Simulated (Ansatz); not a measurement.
A crystal relaxed with r2SCAN+rVV10 in the PAW code Ansatz has space group Pbcm (No. 57) and a = 5.931 Å, b = 5.501 Å, c = 4.708 Å.

| atom | site | x | y | z |
| --- | --- | --- | --- | --- |
| Xx | 4d | 0.2298 | 0.9892 | 0.2500 |
| O | 4d | 0.8669 | 0.0925 | 0.2500 |

With r2SCAN the valence top lies at Γ and the conduction bottom at k = (-1/2, 0.435, 0.365), 2.46 eV higher; the smallest vertical gap, at k = (-1/2, 0.435, 0.365), is 2.74 eV. HSE06 gives an indirect gap of 2.95 eV, from Γ to k = (-1/2, 0.435, 0.365); the least direct gap is 3.25 eV at k = (-1/2, 0.435, 0.365). Meshes: r2SCAN 4×6×6, HSE06 4×4×4. r2SCAN's ε∞ is 5.8, 6.1 and 6.7 along x, y and z.

Problem. Which element is Xx?
A. Pb
B. C
C. Ge
D. Sn

Solution. A. Xx is Pb: an 8-atom cell of PbO started from a crystallographic database. Pb is surrounded by 4 O at 2.23–2.46 Å; O is surrounded by 4 Pb at 2.23–2.46 Å.

No spin polarisation and no zero-point or thermal motion.

Spin-orbit coupling is left out; in compounds of Pb, Bi, Tl or Hg it can lower a gap by up to about 1 eV, split its edges or invert the bands.

Where an edge lies off the special points, it is a point of the mesh or the k point where a search put PBE's edge or least direct gap, reused for the other functionals, whose own edges may lie a little apart.

Coordinates of k points refer to the reciprocal vectors of the primitive cell of the runs.

The meshes of the hybrids are coarse, so their gaps aren't converged to the digits shown.
